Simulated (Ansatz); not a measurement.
Runs of Ansatz 0.2.0 on WC (Qusongite). Symmetry: P-6m2, No. 187, hexagonal system. The conventional cell has a = 2.907 Å, b = 2.907 Å, c = 2.837 Å, α = 90.00°, β = 90.00°, γ = 120.00°. Around W (site symmetry -6m2) lie 6 C at 2.20 Å. C (site symmetry -6m2) has 6 W at 2.20 Å as nearest neighbours. 

| task | level | cutoff (eV) | points for each segment of the path | gap on the mesh (eV) | pressure (GPa) | V0 of scaled cells (Å³/atom) | B0 (GPa) |
| --- | --- | --- | --- | --- | --- | --- | --- |
| band structure | r2SCAN | 500 | 14 | none | 1.4 | - | - |
| equation of state | r2SCAN | 500 | - | - | - | 10.41 | (b) |
| equation of state | LDA | 420 | - | - | - | 10.13 | 426 |
| band structure | LDA | 420 | 14 | none | (a) | - | - |

Alike in all rows: potentials or basis Ansatz PAW; no spin polarisation; cell as given; k mesh 10 × 10 × 9; smearing fermi-dirac 0.05 eV.

Task: Estimate the missing entries.

Result: (a) -9.8; (b) 406.

Caveats: spin-orbit coupling is left out, which moves the levels of the heavy elements (some runs); the PAW data sets come from PBE, with cores solved anew for the run's functional, which leaves a small shift of forces and pressure (some runs); the cell was scaled at fixed shape and fractional positions, which overstates the stiffness of a crystal with free parameters, most of all of layers and chains (some runs); the PAW data sets were made with another functional, which shifts forces and pressure a little (some runs).

A k mesh can miss the band edges, and the runs leave out spin-orbit coupling on W.

A gap of «none» marks a metal or a gap under the smearing width.

Runs at the PBE level aren't shown here.
